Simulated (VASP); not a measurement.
Input of a VASP 6.6.1 run:

Contents of INCAR:

```
SYSTEM = HC18N
  PREC = Accurate
  ENCUT = 520
  EDIFF = 1E-7
  ISMEAR = -1
  SIGMA = 0.02
  LREAL = Auto
  LASPH = .TRUE.
  NELM = 100
  ALGO = Fast
  ISIF = 2
  LWAVE = .FALSE.
  LCHARG = .FALSE.
  GGA = PS
  NBANDS = 55
```

KPOINTS

```
Automatic mesh
0
G
  2 2 1
  0 0 0
```

File POSCAR:

```
HC18N
1.0
    7.3980000000      0.0000000000      0.0000000000
   -3.6990000000      6.4068560000      0.0000000000
    0.0000000000      0.0000000000     12.0000000000
C N H
18 1 1
Direct
    0.0132488250      0.0167509618      0.0801840000
    0.2361891458      0.1339771020      0.1048240833
    0.0166002197      0.3524037375      0.0748821667
    0.2412656238      0.4648145674      0.0763870000
    0.0137063033      0.6844580243      0.0723541667
    0.2353730070      0.7918092743      0.0974569167
    0.3587425854      0.0220182879      0.1022498333
    0.5785846990      0.1348887816      0.0745367500
    0.3533881168      0.3573704482      0.0799948333
    0.5716401552      0.4645528165      0.0743295000
    0.3513113727      0.6832196634      0.0800874167
    0.5720683232      0.7964280764      0.0742059167
    0.6846778104      0.0207627579      0.0717557500
    0.9054700555      0.1305400028      0.0741149167
    0.6842975604      0.3521382407      0.0720784167
    0.9065005407      0.4633363072      0.0709090000
    0.6818045674      0.6859743687      0.0703234167
    0.9052749218      0.7976063455      0.0718775000
    0.2984959770      0.0759581611      0.2090606667
    0.1982807578     -0.1947415394      0.1963040833
```

Potentials or basis: VASP PAW PBE potentials, release 64 (C, N, H).

Command:

```bash
$ cat potpaw_PBE.64/C/POTCAR potpaw_PBE.64/N/POTCAR potpaw_PBE.64/H/POTCAR > POTCAR
$ mpirun -np 1 vasp_std > vasp.out
```

(1) What does it give for the largest force?

(2) Predict the band gap on the k mesh.

Results:

(1) 0.184 eV/Å.

(2) 0.47 eV, direct.

Caveat: the k mesh is coarse (spacing up to 0.49 Å⁻¹), so the values aren't converged; the PAW data sets were made with another functional, which shifts forces and pressure a little.
